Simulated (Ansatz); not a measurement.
# A failed many-body run on LiTaO3 (R3c)

What is wrong with this input for LiTaO3 (R3c)?

Method: G0W0 on PBE, plane waves, PAW; PAW set soft_1, in Ansatz 0.2.0.

## Step 1: Set-up

The structure is trigonal, space group R3c (No. 161). Conventional cell: a = 5.154 Å, b = 5.154 Å, c = 13.783 Å, α = 90.00°, β = 90.00°, γ = 120.00°. Nearest to Li lie 6 O at 2.04 to 2.31 Å. Ta has 6 O at 1.91 to 2.07 Å nearest. Nearest to O lie 2 Ta at 1.91 to 2.07 Å and 2 Li at 2.04 to 2.31 Å. Farther neighbours and most contacts between anions are not listed.

The cell and positions come from the Crystallography Open Database and are kept as given unless a step says otherwise. Spin-orbit coupling is left out unless a step names it.

## Step 2: First try

File input.yaml:

```yaml
crystal:
  lattice:
    - [2.577, 1.4878316437, 4.5943333333]
    - [-2.577, 1.4878316437, 4.5943333333]
    - [0.0, -2.9756632874, 4.5943333333]
  atoms:
    - { symbol: Li, position: [0.2808, 0.2808, 0.2808] }
    - { symbol: Li, position: [0.7808, 0.7808, 0.7808] }
    - { symbol: Ta, position: [0.0009, 0.0009, 0.0009] }
    - { symbol: Ta, position: [0.5009, 0.5009, 0.5009] }
    - { symbol: O, position: [0.11927, 0.3637, 0.72643] }
    - { symbol: O, position: [0.72643, 0.11927, 0.3637] }
    - { symbol: O, position: [0.3637, 0.72643, 0.11927] }
    - { symbol: O, position: [0.22643, 0.8637, 0.61927] }
    - { symbol: O, position: [0.8637, 0.61927, 0.22643] }
    - { symbol: O, position: [0.61927, 0.22643, 0.8637] }
kpoints:
  mp_grid: { grid: [4, 4, 4] }
hamiltonian:
  xc: pbe
  pseudopotentials: { kind: paw, azcp: { folder: soft_1 } }
scf:
  occupations: { method: fixed }
  max_iter: 2
gw:
  n_empty_bands: 111
  ecut_chi: 60
  qp_bands: [v3, c3]
  qp_kpoints: band_edges
  screening: { model: contour_deformation }
```

Run with:

```console
> ansatz run input.yaml --threads 3 --pin off --max-ram 92160MiB --backend cuda --events-out ev --progress --plain --runs-dir out --devices 1 --max-vram 13GiB
```

Numbers of over 12 decimals in the logs are rounded to 6 here.

What it wrote:

```text
GPUs: using 1 of 1 available (devices: 1).
Engine: ansatz 0.2.0, x86_64-unknown-linux-gnu
Pseudopotentials: kind: paw
Pseudopotential: Li, paw, valence charge 3, recommended cutoff 420 eV (normal), soft_1/Li.paw.azcp
Pseudopotential: Ta, paw, valence charge 13, recommended cutoff 420 eV (normal), soft_1/Ta.paw.azcp
Pseudopotential: O, paw, valence charge 6, recommended cutoff 420 eV (normal), soft_1/O.paw.azcp
Functional definition: PBE
  parameter kappa = 0.804
  parameter beta = 0.066725
  exchange = pbe_x(kappa = kappa, mu = beta*pi^2/3)
  correlation = pbe_c(beta = beta)
device memory: the entry about to start is reckoned to put 2.4 GiB on a device that reports 32.5 GiB free (of which the cap on the GPU budget leaves the run 13.0 GiB)
GPU FFT provider: cuFFT
GPU libraries: cuBLAS 13.8.2, cuFFT 12.4.0, cuSOLVER 12.3.4
Crystal: 10 atoms, lattice volume = 105.692 Å³
Basis set: ecut = 420 eV, 2079 PW (Γ)
Bands: 44, of which v1, the nominal top of the filled ones, is band 34 counted from 1 (33 counted from 0)
Symmetry: 6 space group operations
Space group: R3c (ITA 161), of the structure as read, at distance tolerance 4.7e-5 Å
k-points: 13 of 64 (time reversal used)
Non-local potential: Li, projectors of the file, l = 0: 3, l = 1: 2, l = 2: 1
Non-local potential: Ta, projectors of the file, l = 0: 3, l = 1: 2, l = 2: 2, l = 3: 1
Non-local potential: O, projectors of the file, l = 0: 2, l = 1: 2, l = 2: 1
PAW form: soft (Blöchl's): semilocal exchange-correlation on the pseudo side does not see the compensation charge
PAW one-centre angular grid: Li, 110 points (default); XC on 96 Gauss nodes
PAW one-centre angular grid: Ta, 590 points (default); XC on 64 Gauss nodes
PAW one-centre angular grid: O, 110 points (default); XC on 64 Gauss nodes
Initial density: superposition of atomic densities (chi_scale 0.1, normalization cell, long waves kept (reshape's long-wave potential 0.00 eV rms))
Initial wavefunctions: pseudopotential atomic-orbital guess
GPU buffer pool allocated for 64000 grid points (all kernels)
GPU transforms: local potential and band sums: pruned to the plane-wave sphere, on 40×40×40
Functional: x = pbe(κ = 0.804, μ = 0.219515), c = pbe(β = 0.066725)
SCF iter   1: F=—  HF=-23693.424856 eV  |F-HF|=—  |Δ(HF+E_count)|=         —  Δρ=7.11e-2  dr2=4.41e0  ethr=3.10e-3  ⟨swp⟩=10.3  Hψ=5313  notcnv=0
preconditioner: auto → Resta (q_TF=auto, 2.535 Å⁻¹)  ε∞=4.8  [insulator: Δε(μ)=4.406 eV  Ē_g=12.870 eV  n_scr=26 (ndim 8)  ℏωp=25.0 eV  f_vac=0.000  ε∞_Penn≈4.8]
SCF iter   2: F=—  HF=-23692.787108 eV  |F-HF|=—  |Δ(HF+E_count)|=   6.38e-1  Δρ=3.51e-2  dr2=7.36e-1  ethr=3.10e-3  ⟨swp⟩=9.0  Hψ=4009  notcnv=0
Error: did not converge after 2 iterations: dr2 = 7.36e-1 (threshold 1.00e-7), under the density mixer `msr1`, which `scf.mixing.algorithm: auto` chose by the deck's other keys (type `scf.mixing.algorithm: msr1` to keep it); at k-index 0, counted from 0 in this SCF's own list of k-points, the highest band that the last eigensolve's fill by count filled, 7.454547 eV, and the lowest that it left empty, 11.166196 eV, la [...]
```

The job ended after 3.9 s (1 × NVIDIA H100 80GB HBM3 (shared by 6 runs) with 3 threads of AMD EPYC 7R13 (Zen 3), shared host; peak memory 0.88 GiB).

**What went wrong?**

No converged result was reached; the numbers in the log don't describe the system.

The program's message: “Error: did not converge after 2 iterations: dr2 = 7.36e-1 (threshold 1.00e-7), under the density mixer `msr1`, which `scf.mixing.algorithm: auto` chose by the deck's other keys (type `scf.mixing.algor …”

The fault: too few SCF iterations. The ground state must converge before anything is built on it.

## Step 3: A better input

G0W0 replaces the xc potential by the self-energy, built once from these orbitals. Only a window of levels is corrected, while the sums run over the empty bands that the input names. This step takes PAW set soft_1 files.

input.yaml, as its differences from that of step 2:

```diff
@@ -23,6 +23,5 @@
   occupations: { method: fixed }
-  max_iter: 2
 gw:
-  n_empty_bands: 111
-  ecut_chi: 60
+  n_empty_bands: 440
+  ecut_chi: 150.0
   qp_bands: [v3, c3]
```

What it wrote:

```text
GPUs: using 1 of 1 available (devices: 1).
[...]
GPU FFT provider: cuFFT
GPU libraries: cuBLAS 13.8.2, cuFFT 12.4.0, cuSOLVER 12.3.4
Crystal: 10 atoms, lattice volume = 105.692 Å³
Basis set: ecut = 420 eV, 2079 PW (Γ)
Bands: 44, of which v1, the nominal top of the filled ones, is band 34 counted from 1 (33 counted from 0)
[... 1 set-up line as in the run before ...]
[...]
k-points: 13 of 64 (time reversal used)
[...]
GPU buffer pool allocated for 64000 grid points (all kernels)
[...]
SCF iter   1: F=—  HF=-23693.424756 eV  |F-HF|=—  |Δ(HF+E_count)|=         —  Δρ=7.11e-2  dr2=4.41e0  ethr=3.10e-3  ⟨swp⟩=4.0  Hψ=2012  notcnv=0  defer=60
[...]
SCF iter   8: F=-23692.793706 eV  HF=-23692.793706 eV  |F-HF|=4.20e-8  |Δ(HF+E_count)|=   1.42e-6  Δρ=5.99e-6  dr2=3.40e-8  ethr=1.47e-10  ⟨swp⟩=11.3  Hψ=2212  notcnv=0
SCF 1 converged in 8 iterations: F = -23692.793706 eV  dr2 = 3.40e-8
[...]
0    32      7.2534   -26.0033     4.3141   -20.9946  0.7501     6.5517     6.5588  root
     0    33      7.6021   -26.0353     4.5258   -20.8372  0.7450     6.9229     6.9297  root
     0    34      7.6021   -26.0353     4.5258   -20.8372  0.7450     6.9229     6.9297  root
     0    35     11.5435   -13.6341    -4.6608   -19.1255  0.7976    12.3818    12.3740  root
     0    36     11.5435   -13.6341    -4.6608   -19.1255  0.7976    12.3818    12.3740  root
     0    37     11.8852   -13.9339    -4.5893   -19.3567  0.7921    12.7270    12.7188  root
     1    32      7.2704   -25.8417     4.5460   -20.5757  0.7445     6.5421     6.5504  root
     1    33      7.4366   -25.6918     4.5719   -20.4225  0.7419     6.7314     6.7391  root
[...]
12    34      7.3241   -25.7416     4.5810   -20.4519  0.7420     6.6073     6.6154  root
    12    35     12.8998   -13.8800    -4.9356   -19.7099  0.7805    13.8058    13.7940  root
    12    36     12.8998   -13.8800    -4.9356   -19.7099  0.7805    13.8058    13.7940  root
    12    37     13.1870   -15.0251    -4.9661   -20.9805  0.7703    14.1921    14.1762  root
[key lines of the parts left out:]
SCF converged after 8 iterations
Free energy (F): -23692.793706 eV
Fermi energy:    7.602100 eV
```

Wall time 38 s (1 × NVIDIA H100 80GB HBM3 (shared by 6 runs) with 3 threads); peak memory 1.7 GiB.

Reading the cycles: dr2 is the Hartree energy of the density residual (eV), the measure of convergence; HF is the Harris–Foulkes estimate of the energy, which meets the free energy F at convergence.

Numbers from this step:

| Property | Result |
| --- | --- |
| bands summed | 474 |
| RPA ε∞ on this mesh (eigenvalues) | 4.733, 4.733, 4.814 |
| plane waves in the screening matrix | 453 |
| q-points in the mesh | 64 |
| G0W0 gap on the mesh | 5.444 eV |
| k of the valence top | 0, 0, 0 |
| k of the conduction bottom | 0, 0, 0 |
| starting gap on the mesh | 3.941 eV |
| Z at the valence top | 0.7450 |
| Z at the conduction bottom | 0.7976 |
| least direct G0W0 gap on the computed points | 5.444 eV |

The gap on the mesh goes from 3.94 eV to 5.44 eV, a correction of +1.50 eV. Between the two edge states, bare exchange in place of the xc potential would open the gap by 10.69 eV, and correlation takes back 9.19 eV.

## Step 4: What came out

```
first try  : not converged after 3.9 s
better run : G0W0 gap on the mesh 5.44 eV (4×4×4 mesh, 440 empty bands, screening to 150 eV, PAW set soft_1 files)
```

**Reading.** The second run differs in: empty bands, screening cutoff (eV) and iteration cap. Bands and cutoff are finite, so the gap is not at the basis limit. The miss can reach some tenths of an eV and take either sign; the mesh is an error of its own. The many-body steps are scalar-relativistic: spin-orbit coupling is not in them.

[Paths, hosts, dates, memory and timing lines, banners, echoed tables and standing remarks are left out of the program output.]

[Logs are printed without paths, hosts, clocks, repeated set-up lines and the standing remarks that a program may print on its own settings, such as how far it seeks lower states.]

[Runs of the session that timed out or met a known fault of the program may be left out.]

[Cells called generated may have been cut or substituted from an entry of the Crystallography Open Database or the Materials Project.]

[Hosts, paths, dates, database ids (printed as entryN), source tags and the programs' standing remarks are cut or masked in the printed files.]
